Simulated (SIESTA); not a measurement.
## Si2W under changes of volume

One of the cells (13.479 Å³/atom); the others are scaled copies at fixed shape and fractional positions:

```
W Si
1.0
    -1.60690    1.60690    3.91495
     1.60690   -1.60690    3.91495
     1.60690    1.60690   -3.91495
W Si
1 2
Direct
  0.00000 0.00000 0.00000
  0.66530 0.66530 0.00000
  0.33470 0.33470 0.00000
```

```yaml
Program: SIESTA 5.4.2
Functional: LDA
Potentials_or_basis: PseudoDojo 0.4 standard (LDA files)
Basis: DZP (energy shift 0.003 Ry; two zetas on semicore shells)
Grid_cutoff: 800 Ry
Energy_shift: 0.003 Ry
k_mesh: 12 × 12 × 12
Occupations: fermi-dirac, width 0.05 eV
Spin: no spin polarisation
```

```tsv
volume (Å³/atom)	energy over the lowest point (meV/atom)	pressure (GPa)	largest force (eV/Å)
12.670	15.53	10.2	0.200
12.939	?	?	?
13.209	0.00	-0.5	0.085
13.479	4.76	-5.0	0.031
13.748	16.71	-9.1	0.019
14.018	35.12	-12.7	0.068
14.287	59.32	-16.0	0.115
```

**Question.** What does the run at 12.939 Å³/atom give?

**Answer.** Energy over the lowest point 3.27 meV/atom; pressure 4.5 GPa; largest force 0.142 eV/Å.

Worked out: A Birch-Murnaghan fit of order 3 (a polynomial in V^(-2/3)) to the other rows has its minimum at 13.18 Å³/atom with B0 = V·E''(V) = 236 GPa and B' = 4.3 at fixed shape and positions, which overstates the stiffness. It gives 3.31 meV/atom at 12.939 Å³/atom, against the run's 3.27, and -dE/dV = 4.5 GPa, against 4.5.

Energies are extrapolated to zero smearing.

Caveats: short orbitals over semicore shells can move pressures by several GPa; the basis of atomic orbitals isn't converged, which shifts pressures, moduli and gaps.
